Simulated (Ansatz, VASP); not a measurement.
# Cross-check of GaAs between VASP and Ansatz, part 2 of 2

One calculation is typed for both programs; each brings its own data sets and cutoff. How far apart do they land?

VASP 6.6.1 and Ansatz 0.2.0.

So far: The starting structure; VASP: zone-centre phonons, LDA.

### 3. Ansatz: zone-centre phonons, LDA

Level of this step: Ansatz beside VASP: Kohn-Sham DFT, plane waves, LDA (Ansatz).

Ansatz runs on its default PAW (the set named soft_2) files.

The same cell, functional (in two slightly different forms) and mesh now go to Ansatz, which takes its cutoff from its data sets.

input.yaml

```yaml
crystal:
  lattice:
    - [0.0, 2.8329030948, 2.8329030948]
    - [2.8329030948, 0.0, 2.8329030948]
    - [2.8329030948, 2.8329030948, 0.0]
  atoms:
    - { symbol: As, position: [0.75, 0.75, 0.75] }
    - { symbol: Ga, position: [0.0, 0.0, 0.0] }
hamiltonian:
  xc: lda
  pseudopotentials: { kind: paw }
kpoints:
  mp_grid: { grid: [14, 14, 14] }
scf:
  occupations: { method: fixed }
phonons:
  method: dfpt
  qpoints: [[0, 0, 0]]
  dielectric: true
  rigid_motions: translations
```

On the command line:

```
> ansatz run input.yaml --threads 4 --pin off --max-ram 9216MiB --backend cpu --events-out ev --progress --plain --runs-dir out
```

Numbers of over 12 decimals in the logs are rounded to 6 here.

Log:

```text
Engine: ansatz 0.2.0, aarch64-unknown-linux-gnu
Pseudopotentials: kind: paw
Pseudopotential: As, paw, valence charge 15, recommended cutoff 420 eV (normal), As.paw.azcp
Pseudopotential: Ga, paw, valence charge 13, recommended cutoff 420 eV (normal), Ga.paw.azcp
Functional definition: SPW92
  exchange = slater_x
  correlation = pw_c
Crystal: 2 atoms, lattice volume = 45.470 Å³
Basis set: ecut = 420 eV, 893 PW (Γ), exchange–correlation on 54×54×54 points (8 copies of the dense FFT grid, shifted against one another)
Bands: 18, of which v1, the nominal top of the filled ones, is band 14 counted from 1 (13 counted from 0)
Symmetry: 24 space group operations
k-points: 428 of 2744 (irreducible under 4 space group operations, time reversal used)
Non-local potential: As, projectors of the file, l = 0: 2, l = 1: 2, l = 2: 3, l = 3: 1
Non-local potential: Ga, projectors of the file, l = 0: 2, l = 1: 2, l = 2: 3, l = 3: 1
PAW form: soft (Blöchl's): semilocal exchange-correlation on the pseudo side does not see the compensation charge
PAW frozen core: As, regenerated for the run's functional, and the local potential with it (the file was generated under x = pbe(κ = 0.804, μ = 0.219515), c = pbe(β = 0.066725))
PAW frozen core: Ga, regenerated for the run's functional, and the local potential with it (the file was generated under x = pbe(κ = 0.804, μ = 0.219515), c = pbe(β = 0.066725))
PAW one-centre angular grid: As, 590 points (default); XC on 64 Gauss nodes
PAW one-centre angular grid: Ga, 590 points (default); XC on 64 Gauss nodes
Initial density: superposition of atomic densities (neutral atoms: chi_scale 0, normalization atom), corrected by the library's trained network
Initial wavefunctions: pseudopotential atomic-orbital guess
Functional: x = slater, c = lda
SCF iter   1: F=—  HF=-8481.290312 eV  |F-HF|=—  |Δ(HF+E_count)|=         —  Δρ=5.24e-3  dr2=8.59e-3  ethr=1.77e-3  ⟨swp⟩=4.8  Hψ=32188  notcnv=0  defer=738
preconditioner: auto → none  [insulator: Δε(μ)=0.208 eV  Ē_g=15.435 eV  n_scr=14 (ndim 8)  ℏωp=23.4 eV  f_vac=0.091  ε∞_Penn≈3.3]
SCF iter   2: F=—  HF=-8481.287092 eV  |F-HF|=—  |Δ(HF+E_count)|=   3.22e-3  Δρ=2.59e-3  dr2=1.19e-3  ethr=3.07e-5  ⟨swp⟩=2.7  Hψ=16367  notcnv=0  defer=842
SCF iter   3: F=—  HF=-8481.287005 eV  |F-HF|=—  |Δ(HF+E_count)|=   8.71e-5  Δρ=7.49e-4  dr2=2.17e-4  ethr=4.27e-6  ⟨swp⟩=2.0  Hψ=12426  notcnv=0  defer=842
SCF iter   4: F=—  HF=-8481.286921 eV  |F-HF|=—  |Δ(HF+E_count)|=   8.41e-5  Δρ=2.70e-4  dr2=1.41e-5  ethr=7.74e-7  ⟨swp⟩=2.0  Hψ=12426  notcnv=0  defer=842
SCF iter   5: F=—  HF=-8481.286919 eV  |F-HF|=—  |Δ(HF+E_count)|=   1.21e-6  Δρ=1.74e-5  dr2=9.13e-8  ethr=5.04e-8  ⟨swp⟩=2.0  Hψ=9988  notcnv=0
SCF iter   6: F=—  HF=-8481.286919 eV  |F-HF|=—  |Δ(HF+E_count)|=   7.95e-7  Δρ=4.36e-6  dr2=4.42e-9  ethr=3.26e-10  ⟨swp⟩=2.0  Hψ=11554  notcnv=0
SCF iter   7: F=-8481.286919 eV  HF=-8481.286919 eV  |F-HF|=2.55e-11  |Δ(HF+E_count)|=   1.61e-9  Δρ=2.06e-7  dr2=7.88e-12  ethr=1.00e-12  ⟨swp⟩=6.0  Hψ=48834  notcnv=0
SCF 1 converged in 7 iterations: F = -8481.286919 eV  dr2 = 7.88e-12
  greatest PAW one-centre occupation: 0.999 electrons in one spin orbital (limit 2), on the As atom at site 0 (counted from 0), in its partial waves of l = 2
NSCF: frozen V_eff on 2 k-points
DFPT response loops at Γ: preconditioner auto → none (the input reference at scf.mixing.eps_inf says where Resta's filter doesn't serve); β = 0.50; Broyden in place of MSR1
── the response to a field inside a basis, on 16×16×16 k-points: an SCF that follows is theirs, and a resumed run solves both again ──
Bands: 15, of which v1, the nominal top of the filled ones, is band 14 counted from 1 (13 counted from 0)
k-points: 408
Initial density: handed on by an earlier stage of this run
Initial wavefunctions: pseudopotential atomic-orbital guess (no wavefunctions were taken with the density)
Eigensolver: Dense (408 Hₖ)
SCF iter   1: F=—  HF=-8481.285069 eV  |F-HF|=—  |Δ(HF+E_count)|=         —  Δρ=1.20e-4  dr2=2.90e-6  ethr=1.00e-1
preconditioner: auto → none  [insulator: Δε(μ)=0.253 eV  Ē_g=12.973 eV  n_scr=14 (ndim 8)  ℏωp=23.4 eV  f_vac=0.073  ε∞_Penn≈4.2]
SCF iter   2: F=—  HF=-8481.285067 eV  |F-HF|=—  |Δ(HF+E_count)|=   2.40e-6  Δρ=9.05e-5  dr2=1.70e-6  ethr=1.04e-8
SCF iter   3: F=—  HF=-8481.285067 eV  |F-HF|=—  |Δ(HF+E_count)|=   3.43e-8  Δρ=1.24e-5  dr2=5.23e-8  ethr=6.06e-9
SCF iter   4: F=-8481.285067 eV  HF=-8481.285067 eV  |F-HF|=1.07e-8  |Δ(HF+E_count)|=   1.23e-7  Δρ=4.98e-6  dr2=8.06e-9  ethr=1.87e-10
SCF 1 converged in 4 iterations: F = -8481.285067 eV  dr2 = 8.06e-9
DFPT response loops at Γ: mixed as the last ones told, above
WARN: field response: ε∞ stands inside a basis, on 16×16×16 points; the force constants stand on the 14×14×14 k-mesh, whose period is 8.73 times the interband length at k = (0.0000, 0.0000, 0.0000), direct gap 0.237 eV, under 14: take them and everything formed from them as unconverged, and compare with a denser kpoints.mp_grid
SCF converged after 7 iterations
Free energy (F): -8481.286919 eV
Harris-Foulkes:  -8481.286919 eV  (|F-HF|=2.55e-11)
Internal energy: -8481.286919 eV  (E = F + TS)
E sigma→0 (E₀):  -8481.286919 eV
Fermi energy:    7.782164 eV
--- Per-component energies (eV) ---
  E_band       = -325.925629
  E_kinetic    = 220.006248
  E_local      = -3936.272027  (includes V_loc(G=0)·N_el)
  E_nonlocal   = -238.611892
  E_hartree    = 1977.291428
  E_xc         = -147.815747
  E_vxc        = -138.252126  (∫ρ·V_xc dr)
  E_paw        = -3666.727115  (= ΣΔE_a)
  E_vpaw       = -187.378474  (= ΣTr[D̂ρ^β])
  E_aug_tail   = -0.000138  (compensation charges beyond the density's cutoff)
  E_ewald      = -2692.961385
  E_core_change = 3.803710  (= ΣΔE_core)
  E_smearing   = -0.000000  (= −TS)
  E_closure    = -0.000000  (closes the sum)
  Σ components = -8481.286919   (vs F -8481.286919, Δ=0.00e0)
--- Band table (eV; the first three rows and the last of 428) ---
  k-point 0: bands = [... 10 lower, -4.9549, 7.7822, 7.7822, 7.7822, 8.0195, 11.4684, 11.4684, 11.4684]
  k-point 1: bands = [... 10 lower, -4.8955, 6.6919, 7.6977, 7.6977, 8.8466, 11.5541, 11.5937, 11.5937]
  k-point 2: bands = [... 10 lower, -4.7208, 5.4225, 7.4875, 7.4875, 9.2335, 11.8974, 11.8974, 12.0543]
  k-point 427: bands = [... 10 lower, -2.4889, 1.1637, 4.0978, 4.7426, 11.8921, 12.4617, 13.1799, 14.1225]
--- Phonons (Γ-DFPT): 2 representative perturbations + reference, on 428 of 2744 k-points (Σ response iterations 7) ---
  k mesh reduced under 4 symmetry operations, with k and −k counted as one. Each operation leaves every solved perturbation unchanged. A smaller set is not considered because the run solves the response to a homogeneous field
  ASR residual: 3.073e-5 → 0.000e0 eV/Å²; symmetrization residual: 1.826e-6 eV/Å²
  ASR residual per site (eV/Å²): 3.07e-5 1.40e-5
  Γ frequencies (cm⁻¹): 0.00 0.00 0.00 257.85 257.85 257.85
  ε∞ (high-frequency dielectric tensor):
       15.391692     0.000000     0.000000
        0.000000    15.391692     0.000000
        0.000000     0.000000    15.391692
  ε⁰ (static dielectric tensor: ions relaxed, cell fixed):
       17.430757     0.000000    -0.000000
        0.000000    17.430757    -0.000000
       -0.000000    -0.000000    17.430757
  ε⁰ − ε∞ (ionic part):
        2.039065    -0.000000    -0.000000
       -0.000000     2.039065    -0.000000
       -0.000000    -0.000000     2.039065
  softest optical mode at Γ: 257.85 cm⁻¹; the repairs (sum rule, projections) moved no ω² at Γ by more than (0.39 cm⁻¹)²
  Born effective charges Z* (e; rows j = field, columns β = displacement):
    site 0:
        -2.12701    0.00000    0.00000
         0.00000   -2.12701    0.00000
         0.00000   -0.00000   -2.12701
    site 1:
         2.12701   -0.00000   -0.00000
        -0.00000    2.12701   -0.00000
        -0.00000    0.00000    2.12701
  Z* charge neutrality: 3.600e-4 e pre-enforcement
  solved inside a basis spanned on kpoints, on 16×16×16 k-points transformed towards the longest dipole: ε∞ is read to err by 4.4e-2, Z* by 1.6e-2 e (field_mesh: kpoints solves on kpoints); Z* is corrected for what the basis lacks
  optical modes at Γ without the LO–TO term, one row a degenerate level:
      ω (cm⁻¹)  modes    IR ((D/Å)²/amu)
        257.85      3             8.6704
  optical modes at Γ + LO–TO along q̂ = [1.0000, 0.0000, 0.0000]:
      ω (cm⁻¹)  modes    IR ((D/Å)²/amu)
        257.85      2             5.7803
        274.40      1             2.8901
  optical modes at Γ + LO–TO along q̂ = [0.0000, 1.0000, 0.0000]:
      ω (cm⁻¹)  modes    IR ((D/Å)²/amu)
        257.85      2             5.7803
        274.40      1             2.8901
  optical modes at Γ + LO–TO along q̂ = [0.0000, 0.0000, 1.0000]:
      ω (cm⁻¹)  modes    IR ((D/Å)²/amu)
        257.85      2             5.7803
        274.40      1             2.8901
--- Phonons (arbitrary-q DFPT): 1 explicit q-point ---
  q = [0, 0, 0] (of the zone-centre solve; hermiticity 4.14e-7, symmetrization 2.73e-13): -0.00 -0.00 0.00 257.85 257.85 257.85
  sum rule: each row above includes the acoustic sum rule's correction from the zone centre's row sums; it moved no ω² by more than (0.33 cm⁻¹)²
```

Elapsed: 78 s, on 4 threads of Arm Neoverse V1, shared host; peak memory 1.7 GiB.

In the SCF lines HF is the Harris–Foulkes energy and dr2 the Hartree energy of the density residual, in eV; the loop may stop once dr2 is under the threshold and the program's other checks hold. Hψ counts applications of the Hamiltonian.

### 4. Differences

Known differences besides the PAW data sets themselves: the two LDA forms differ slightly; the data sets hold 28 valence electrons in Ansatz (default PAW (the set named soft_2) files) and 18 in VASP; the cutoff is 420 eV in Ansatz and 500 eV in VASP; Ansatz makes its cores anew for this functional, VASP keeps those of its LDA data sets. Total energies have different zeros and are not compared.

Both answers:

| quantity | Ansatz | VASP | difference |
| --- | --- | --- | --- |
| ε∞ xx | 15.39 | 14.93 | +3.08 % |
| ε∞ yy | 15.39 | 14.93 | +3.08 % |
| ε∞ zz | 15.39 | 14.93 | +3.08 % |
| Born charge of As1 (mean of the diagonal) (e) | -2.13 | -2.11 | -0.02 |
| Born charge of Ga2 (mean of the diagonal) (e) | 2.13 | 2.11 | +0.02 |
| mode 4 to 6 (cm⁻¹) | 257.9 | 259.1 | -0.48 % |

### 5. Ansatz: relaxation of cell and atoms, r2SCAN

The relaxed volume is the usual yardstick between codes: its relative difference is about their pressure difference at one cell divided by the bulk modulus. The cell compared in this pair holds 45.55 Å³, against 45.47 Å³ for the pair before.

input.yaml

```yaml
crystal:
  lattice:
    - [0.0, 2.834555147, 2.834555147]
    - [2.834555147, 0.0, 2.834555147]
    - [2.834555147, 2.834555147, 0.0]
  atoms:
    - { symbol: As, position: [0.75, 0.75, 0.75] }
    - { symbol: Ga, position: [0.0, 0.0, 0.0] }
hamiltonian:
  xc: r2scan
  pseudopotentials: { kind: paw }
kpoints:
  mp_grid: { grid: [6, 6, 6] }
scf:
  occupations: { method: gaussian, width: 0.03 }
relax:
  f_tol: 0.01
  max_steps: 60
  cell: { stress_tol: 0.05 }
output:
  forces: true
  stress: true
  write_density: true
  write_potential: true
  elf: true
  volumetric_format: npy
```

Log:

```text
[...]
Crystal: 2 atoms, lattice volume = 45.550 Å³
Basis set: ecut = 500 eV, 1139 PW (Γ), exchange–correlation on 120×120×120 points (64 copies of the dense FFT grid, shifted against one another)
Bands: 18, of which v1, the nominal top of the filled ones, is band 14 counted from 1 (13 counted from 0)
Symmetry: 24 space group operations
[...]
--- Relaxed structure (2 steps of the walk, 2 accepted, 1 SCFs on fresh bases) ---
  F+E_penalty+E_count = -8655.73744721 eV   max|allowed force component| = 3.694e-17 eV/Å   (the final SCF, on the basis selected at the relaxed cell)
  cell:  # Å, volume = 45.4915 Å³
    - [0, 2.833350, 2.833350]
    - [2.833350, 0, 2.833350]
    - [2.833350, 2.833350, 0]
  atoms:
    - { symbol: As, position: [0.75, 0.75, 0.75] }
    - { symbol: Ga, position: [0, 0, 0] }
[key lines of the parts left out:]
SCF converged after 4 iterations
Free energy (F): -8655.737447 eV
Fermi energy:    8.330383 eV
P = ⅓ Tr σ = -0.0134 GPa (-0.134 kbar)
```

The job ended after 3 s (4 threads; peak memory 0.46 GiB).

### 6. VASP: relaxation of cell and atoms, r2SCAN

The same cell, functional, mesh and smearing now go to VASP, with its own data sets and cutoff.

INCAR

```
SYSTEM = GaAs
PREC = Accurate
ENCUT = 500
EDIFF = 1E-07
NELM = 100
ISMEAR = 0
SIGMA = 0.03
LREAL = .FALSE.
ALGO = Normal
METAGGA = R2SCAN
LASPH = .TRUE.
NBANDS = 15
LORBIT = 11
LWAVE = .FALSE.
LCHARG = .FALSE.
KPAR = 4
IBRION = 2
NSW = 50
ISIF = 3
EDIFFG = -0.002
```

POSCAR

```
GaAs
1.0
    0.0000000000      2.8345551470      2.8345551470
    2.8345551470      0.0000000000      2.8345551470
    2.8345551470      2.8345551470      0.0000000000
As Ga
1 1
Direct
    0.7500000000      0.7500000000      0.7500000000
    0.0000000000      0.0000000000      0.0000000000
```

KPOINTS

```
Automatic mesh
0
Gamma
6 6 6
0 0 0
```

Potentials, in the order of the species: As and Ga_d (PBE family, release 64).

On the command line:

```
> mpirun -np 4 vasp_std
```

Log:

```text
[banner, memory and clock lines left out]
running    4 mpi-ranks, on    1 nodes
[...]
|                                                                             |
|               ----> ADVICE to this user running VASP <----                  |
|                                                                             |
|     You enforced a specific xc type in the INCAR file but a different       |
|     [... a line on the potential file left out ...]
|     I HOPE YOU KNOW WHAT YOU ARE DOING!                                     |
|                                                                             |

 LDA part: xc-table for (None), standard interpolation
 POSCAR, INCAR and KPOINTS ok, starting setup
[...]
entering main loop
       N       E                     dE             d eps       ncg     rms          rms(c)
DAV:   1     0.663952234378E+02    0.66395E+02   -0.93071E+03   488   0.167E+03
DAV:   2    -0.220244865133E+02   -0.88420E+02   -0.84088E+02   515   0.322E+02
DAV:   3    -0.290034631705E+02   -0.69790E+01   -0.69499E+01   585   0.725E+01
DAV:   4    -0.291176703919E+02   -0.11421E+00   -0.11419E+00   572   0.104E+01
[...]
DAV:  13    -0.270361213169E+02   -0.16425E-05   -0.53876E-08   443   0.230E-03    0.358E-04
DAV:  14    -0.270361216687E+02   -0.35184E-06   -0.20724E-08   401   0.245E-03    0.599E-05
DAV:  15    -0.270361216226E+02    0.46147E-07   -0.27145E-09   338   0.822E-04
   1 F= -.27036122E+02 E0= -.27036122E+02  d E =-.270361E+02
[...]
reached required accuracy - stopping structural energy minimisation
```

Parts of OUTCAR (step 6):

```text
  Total       -0.0005864     -0.0005864     -0.0005864      0.0000000      0.0000000     -0.0000000
  in kB       -0.0206255     -0.0206255     -0.0206255      0.0000000      0.0000000     -0.0000000
  external PRESSURE =      -0.0206255 kB  Pullay stress =       0.0000000 kB

 POSITION                                       TOTAL-FORCE (eV/Angst)
 -----------------------------------------------------------------------------------
      4.25183      4.25183      4.25183         0.000000      0.000000     -0.000000
      0.00000      0.00000      0.00000        -0.000000     -0.000000      0.000000
 -----------------------------------------------------------------------------------
    total drift:                               -0.000001     -0.000001     -0.000001

  FREE ENERGIE OF THE ION-ELECTRON SYSTEM (eV)
  ---------------------------------------------------
  free  energy   TOTEN  =       -27.0361216226 eV

  energy  without entropy=      -27.0361216226  energy(sigma->0) =      -27.03612162

 reached required accuracy - stopping structural energy minimisation

[... 3 further parts left out ...]
[key lines of the parts left out:]
E-fermi :   3.8022
```

### 7. Comparison

What differs besides the data sets and the points named for the pairs above, as far as they apply: VASP keeps PBE cores, Ansatz makes them for the functional; both relaxations stop at a tolerance, which leaves soft axes loose, and VASP keeps its plane-wave basis; Ansatz adds a Pulay correction to the stress that steers its cell, VASP none. Total energies have different zeros and are not compared.

Both answers:

| quantity | Ansatz | VASP | difference |
| --- | --- | --- | --- |
| volume (Å³) | 45.49 | 45.55 | -0.13 % |
| edge a after relaxation, in the typed setting (Å) | 4.007 | 4.009 | -0.04 % |

The walks stopped with -0.01 GPa left in Ansatz and 0.00 GPa in VASP; each walk ends within a tolerance, so the volume difference is uncertain by about these residues over the bulk modulus, most in soft cells.

### 8. What came out

| Quantity | Value |
| --- | --- |
| difference in mode 4 to 6 (zone-centre phonons, LDA) | -0.48 % |
| difference in ε∞ xx (zone-centre phonons, LDA) | +3.1 % |
| difference in volume (relaxation of cell and atoms, r2SCAN) | -0.13 % |

**Reading.** The difference in mode 4 to 6 is -0.48 % (zone-centre phonons, LDA), within the 3 % picked in this series as the mark of a large difference. Among the rows given in per cent, the largest difference of the zone-centre phonons, LDA pair is in ε∞ xx, +3.1 %; the dielectric tensor converges slowly with the mesh, which Ansatz refines and VASP takes as typed. Differences of this kind measure data sets and numerical settings, not the functional's error against experiment.

[Lines on the potential files, build, host, timing and source positions are cut from VASP's logs without a mark.]

[Logs are printed without paths, hosts, clocks, repeated set-up lines and the standing remarks that a program may print on its own settings, such as how far it seeks lower states.]

[Hosts, paths, dates, database ids (printed as entryN), source tags and the programs' standing remarks are cut or masked in the printed files.]
